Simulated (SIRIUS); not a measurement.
# CdS (Hawleyite) (F-43m) in SIRIUS: reference runs

Aim: a first look at CdS (Hawleyite) with PBEsol, on the cell as given.

Program: SIRIUS, more than one build. These are calculated values, not measurements. Logs are shortened: lines on timing, memory, paths and dates and some standing lists are left out, and cuts for length are marked. The log counts tension as positive stress, the text compression.

## Step 1: The crystal as given

It takes space group F-43m (No. 216, cubic). The conventional cell has a = 5.833 Å, b = 5.833 Å, c = 5.833 Å, α = 90.00°, β = 90.00°, γ = 90.00°. Cd (site symmetry -43m) is surrounded by 4 S at 2.53 Å. Around S (site symmetry -43m) lie 4 Cd at 2.53 Å.

## Step 2: Single point, PBEsol

The input, sirius.json:

```json
{
  "control": {
    "processing_unit": "cpu",
    "verbosity": 2,
    "num_bands_to_print": 21,
    "print_forces": true,
    "print_stress": true
  },
  "parameters": {
    "electronic_structure_method": "pseudopotential",
    "xc_functionals": ["XC_GGA_X_PBE_SOL", "XC_GGA_C_PBE_SOL"],
    "gk_cutoff": 10.1,
    "pw_cutoff": 20.2,
    "ngridk": [8, 8, 8],
    "shiftk": [0, 0, 0],
    "smearing": "fermi_dirac",
    "smearing_width": 0.0018374661,
    "num_bands": 21,
    "num_mag_dims": 0,
    "num_dft_iter": 100,
    "energy_tol": 1e-08,
    "density_tol": 1e-06
  },
  "iterative_solver": {
    "type": "davidson",
    "min_tolerance": 1e-09,
    "tolerance_scale": [0.1, 0.25]
  },
  "mixer": {
    "type": "anderson",
    "beta": 0.7,
    "max_history": 8
  },
  "settings": {
    "tol_ne": 1e-10,
    "pseudo_grid_cutoff": 6.5
  },
  "unit_cell": {
    "lattice_vectors": [
      [0.0, 5.511386242471, 5.511386242471],
      [5.511386242471, 0.0, 5.511386242471],
      [5.511386242471, 5.511386242471, 0.0]
    ],
    "atom_coordinate_units": "lattice",
    "atom_types": ["Cd", "S"],
    "atom_files": {
      "S": "S.json",
      "Cd": "Cd.json"
    },
    "atoms": {
      "Cd": [
        [0.0, 0.0, 0.0]
      ],
      "S": [
        [0.75, 0.75, 0.75]
      ]
    }
  }
}
```

Potentials or basis: PseudoDojo 0.4.1 PBEsol standard (scalar relativistic).

The run is started by

```
$ upf_to_json S.upf
$ upf_to_json Cd.upf
$ OMP_NUM_THREADS=1 sirius.scf --input=sirius.json --output=out.json --task=0
```

The program printed:

```text
[info] SIRIUS version : 7.10.0
[info] number of MPI ranks           : 1
[info] MPI grid                      : 1 1
[info] maximum number of OMP threads : 1
[fft] FFT context for density and potential
[fft] =====================================
[fft]   comm size                             : 1
[fft]   plane wave cutoff                     : 20.2
[fft]   grid size                             : 54 54 54   total : 157464
[fft]   grid limits                           : -26 27   -26 27   -26 27
[fft]   number of G-vectors within the cutoff : 23184
[fft]   local number of G-vectors             : 23184
[fft]   number of G-shells                    : 1219
[fft] FFT context for coarse grid
[fft] =====================================
[fft]   comm size                             : 1
[fft]   plane wave cutoff                     : 20.2
[fft]   grid size                             : 54 54 54   total : 157464
[fft]   grid limits                           : -26 27   -26 27   -26 27
[fft]   number of G-vectors within the cutoff : 23184
[fft]   local number of G-vectors             : 23184
[fft]   number of G-shells                    : 1219
[unit cell] lattice vectors
[unit cell]   a1 :       0.0000000000      5.5113862425      5.5113862425
[unit cell]   a2 :       5.5113862425      0.0000000000      5.5113862425
[unit cell]   a3 :       5.5113862425      5.5113862425      0.0000000000
[unit cell] reciprocal lattice vectors
[unit cell]   b1 :      -0.5700185970      0.5700185970      0.5700185970
[unit cell]   b2 :       0.5700185970     -0.5700185970      0.5700185970
[unit cell]   b3 :       0.5700185970      0.5700185970     -0.5700185970
[unit cell] unit cell volume :       334.82088430 [a.u.^3]
[unit cell] 1/sqrt(omega)    :         0.05465045
[unit cell] MT volume        :         0.00000000 ( 0.00%)
[unit cell] IT volume        :       334.82088430 (100.00%)
[unit cell] number of atom types : 2
[unit cell] type id : 0 symbol : Cd mt_radius :  13.670000 num_atoms : 1
[unit cell] type id : 1 symbol :  S mt_radius :  11.450000 num_atoms : 1
[unit cell] total number of atoms : 2
[unit cell] number of symmetry classes : 2
[unit cell] number of PAW atoms : 0
[unit cell] atom id  type id  class id             position                      vector_field
[unit cell] ------------------------------------------------------------------------------------------
[unit cell]      0        0        0      0.00000   0.00000   0.00000      0.00000   0.00000   0.00000
[unit cell]      1        1        1      0.75000   0.75000   0.75000      0.00000   0.00000   0.00000
[unit cell] atom id         position (Cartesian, a.u.)
[unit cell] ---------------------------------------------
[unit cell]      0       0.000000    0.000000    0.000000
[unit cell]      1       8.267079    8.267079    8.267079
[unit cell] class id : 0 atom id : 0
[unit cell] class id : 1 atom id : 1
[unit cell] minimum bond length:     4.773000
[unit cell] total number of pseudo wave-functions: 14
[sym] space group number   : 216
[... 316 lines left out ...]
[find] Total energy                   :    -186.27100793 (Ha),    -372.54201586 (Ry)
[find] Free energy (E-TS)             :    -186.27100795 (Ha),    -372.54201589 (Ry)
[find] band gap (eV)                  :       1.00385896
[find] Efermi                         :       0.27247593
[find] iteration : 10, RMS : 1.930550096708e-07, energy difference : -2.473825588822e-10
[find] Hartree energy of density residual : 3.944923605921e-12
[find] bands are converged : true
[find] iterative solver converged : true
[find] converged after 11 SCF iterations!
[find] Charges and magnetic moments
[find] --------------------------------------------------------------------------------
[find] total charge          : 26.000000
[find] Energy
[find] --------------------------------------------------------------------------------
[find] valence_eval_sum               :     -18.65079451
[find] <rho|V^{XC}>                   :     -24.06388731
[find] <rho|E^{XC}>                   :     -27.21149567
[find] <mag|B^{XC}>                   :       0.00000000
[find] <rho|V^{H}>                    :     130.13278792
[find] one-electron contribution      :    -124.71969513 (Ha),    -249.43939025 (Ry)
[find] hartree contribution           :      65.06639396
[find] xc contribution                :     -27.21149567
[find] ewald contribution             :     -99.40622925
[find] PAW contribution               :       0.00000000
[find] smearing (-TS)                 :      -0.00000002
[find] SCF correction                 :       0.00001815
[find] Total energy                   :    -186.27100793 (Ha),    -372.54201586 (Ry)
[find] Free energy (E-TS)             :    -186.27100795 (Ha),    -372.54201589 (Ry)
[find] band gap (eV)                  :       1.00385896
[find] Efermi                         :       0.27247593
[ground_state] === stress tensor components [kbar] ===
[ground_state] === stress_kin ===
[ground_state] -38242.392186    0.000000    0.000000
[ground_state]     0.000000-38242.392186   -0.000000
[ground_state]     0.000000   -0.000000-38242.392186
[ground_state] === stress_har ===
[ground_state] -19058.141640    0.000000    0.000000
[ground_state]     0.000000-19058.141640   -0.000000
[ground_state]     0.000000   -0.000000-19058.141640
[ground_state] === stress_ewald ===
[ground_state] 29116.382228   -0.000000    0.000000
[ground_state]    -0.00000029116.382228    0.000000
[ground_state]     0.000000    0.00000029116.382228
[ground_state] === stress_vloc ===
[ground_state] 29966.323014   -0.000000   -0.000000
[ground_state]    -0.00000029966.323014    0.000000
[ground_state]    -0.000000    0.00000029966.323014
[ground_state] === stress_xc ===
[ground_state] -2678.363971    0.000000    0.000000
[ground_state]     0.000000-2678.363971   -0.000000
[ground_state]     0.000000   -0.000000-2678.363971
[ground_state] === stress_core ===
[ground_state]  9018.421340   -0.000000   -0.000000
[ground_state]    -0.000000 9018.421340    0.000000
[ground_state]    -0.000000    0.000000 9018.421340
[ground_state] === stress_nonloc ===
[ground_state] -8119.598217    0.000000    0.000000
[ground_state]     0.000000-8119.598217   -0.000000
[ground_state]     0.000000   -0.000000-8119.598217
[ground_state] === stress_us_nl ===
[ground_state] -8119.598217    0.000000    0.000000
[ground_state]     0.000000-8119.598217   -0.000000
[ground_state]     0.000000   -0.000000-8119.598217
[ground_state] === stress_total ===
[ground_state]     2.630570   -0.000000   -0.000000
[ground_state]    -0.000000    2.630570    0.000000
[ground_state]    -0.000000    0.000000    2.630570
[ground_state] ==== total Forces in Ha/bohr =====
[ground_state] atom:    0, force:       0.0000000      0.0000000     -0.0000000
[ground_state] atom:    1, force:       0.0000000      0.0000000     -0.0000000
[ground_state] ==== ultrasoft contribution from Qij =====
[ground_state] atom:    0, force:       0.0000000      0.0000000      0.0000000
[ground_state] atom:    1, force:       0.0000000      0.0000000      0.0000000
[ground_state] ==== non-local contribution from Beta-projector =====
[ground_state] atom:    0, force:       0.0000000      0.0000000     -0.0000000
[ground_state] atom:    1, force:       0.0000000      0.0000000     -0.0000000
[ground_state] ==== contribution from local potential =====
[ground_state] atom:    0, force:      -0.0000000      0.0000000      0.0000000
[ground_state] atom:    1, force:       0.0000000      0.0000000      0.0000000
[ground_state] ==== contribution from core density =====
[ground_state] atom:    0, force:       0.0000000      0.0000000      0.0000000
[ground_state] atom:    1, force:       0.0000000      0.0000000      0.0000000
[ground_state] ==== Ewald forces from ions =====
[ground_state] atom:    0, force:       0.0000000      0.0000000     -0.0000000
[ground_state] atom:    1, force:       0.0000000     -0.0000000      0.0000000
[~DFT_ground_state] local op. applied: 16795
[~DFT_ground_state] evp. work count: 3215.64
[~DFT_ground_state] number of iterative solver steps: 1300
```

Wall time 75 s (1 thread of Arm Neoverse V2, shared host); peak memory 0.53 GiB.

What came out:

- Free energy: -5068.6923 eV
- Pressure: -0.3 GPa
- Band gap on the k mesh: 1.00 eV

A k mesh can miss the band edges.

## Step 3: Single point, PBEsol

sirius.json: that of step 2 with these lines changed.

```diff
@@ -25,4 +25,3 @@
     "type": "davidson",
-    "min_tolerance": 1e-09,
-    "tolerance_scale": [0.1, 0.25]
+    "min_tolerance": 1e-10
   },
@@ -46,4 +45,4 @@
     "atom_files": {
-      "S": "S.json",
-      "Cd": "Cd.json"
+      "Cd": "Cd.json",
+      "S": "S.json"
     },
```

Potentials or basis: PseudoDojo 0.4.1 PBEsol standard (scalar relativistic).

The run is started by

```
$ upf_to_json Cd.upf
$ upf_to_json S.upf
$ OMP_NUM_THREADS=1 sirius.scf --input=sirius.json --output=out.json --task=0
```

It took 49 s on 1 thread of Intel Xeon 6975P-C (Granite Rapids), shared host; peak memory 0.47 GiB.

Results (log left out):

| Item | Value |
| --- | --- |
| Free energy | -5068.6923 eV |
| Pressure | -0.3 GPa |
| Band gap on the k mesh | 1.00 eV |
